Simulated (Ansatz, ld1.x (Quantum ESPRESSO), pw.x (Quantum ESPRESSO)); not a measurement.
**ruthenium: one change to the TM potential, in the atom and in the sc crystal**

| Item | Value |
| --- | --- |
| Element | ruthenium |
| Generator | ld1.x (Quantum ESPRESSO) 7.5 |
| Type | norm-conserving Troullier–Martins (Kleinman–Bylander form) |
| Functional | PBE |
| Relativity | scalar-relativistic |
| Frozen core | [Kr] |
| Valence charge | 8 |
| Reference configuration | 4d7 5s1 5p0 |
| Partial waves | 5s (bound): rc 2.80 bohr; 4d (bound): rc 1.70 bohr; 4f channel at -0.1 Ry: rc 2.95 bohr; 5p (bound, empty): rc 3.85 bohr |
| Local potential | the p channel |
| Core correction | Bessel-smoothed model core inside 0.85 bohr |

Change: reference 4d7 5s0 5p1.

Cutoffs, loose and tight: the cutoffs (Ry, on a coarse ladder) from which the occupation-weighted sum of valence levels, in a spherical-Bessel basis at the reference potential, stays within 10 and 1 mRy of its value at 400 Ry. They do not see the model core or the augmentation charge, which bear on the density cutoff. Test errors are all-electron minus pseudo excitation energies from the reference, over the configurations 4d7 5s0 5p0; 4d6 5s0 5p0; 4d5 5s0 5p0; 4d4 5s0 5p0; 4d7 5s0.5 5p0; 4d7 5s0 5p1; 4d8 5s0 5p0; variants that change the core or the reference have their own tests.

Crystal test: sc Ru in pw.x 7.5, no spin, 13³ k-points, Fermi–Dirac smearing 0.01 Ry, cutoffs set for each file from its atomic test. The reference is all-electron LAPW (Ansatz 0.2.0) with the same functional, mesh and smearing; V0 and B0 come from Birch–Murnaghan fits to the pressures at five volumes. Errors are pseudo minus all-electron; Δ is the rms difference of the E(V) curves that follow from these fits, minima aligned, over ±6 % about the mean V0. Mesh and smearing are coarse, so the numbers serve the comparison and aren't converged zero-temperature values; the lattice is a test structure that the element need not adopt.

All-electron: a0 = 2.513 Å (V0 = 15.88 Å³/atom), B0 = 217.0 GPa.

Does the change bring the crystal closer to the all-electron result?

The mean pressure error goes from +7.50 to +6.29 GPa, so the change moves the solid closer to the all-electron pressures.

```csv
quantity,base,changed
outcome (atom),generated,generated
"cutoff, loose (atom)",50 Ry,50 Ry
"cutoff, tight (atom)",60 Ry,60 Ry
bound ghosts (atom),none,none
largest test error (meV) (atom),-2311 over the solved tests; 2 of 7 tests not solved or not reliable,-151 over the solved tests; 2 of 7 tests not solved or not reliable
cutoffs in pw.x (Ry),75/300,75/300
a0 (Å),2.541,2.536
a0 error (%),+1.08,+0.92
B0 error (%),-3.0,-2.8
Δ (meV/atom),24.6,20.8
mean pressure error (GPa),+7.50,+6.29
```

Base: The largest radius (3.85 bohr) exceeds half the bond length (2.37 bohr), so the spheres overlap, which is one possible source of error among others. This is a poor potential for the solid. Atomic configuration tests: 2 of 7 tests not solved or not reliable. The logarithmic derivative shows an extra or strongly shifted pseudo pole above the reference energy (s near 1.20 Ry). Changed file: The largest radius (3.85 bohr) exceeds half the bond length (2.37 bohr), so the spheres overlap, which is one possible source of error among others. This is a poor potential for the solid. Atomic configuration tests: 2 of 7 tests not solved or not reliable. The logarithmic derivative shows an extra or strongly shifted pseudo pole above the reference energy (s near 1.08 Ry). The atomic cutoffs weigh occupied waves only.
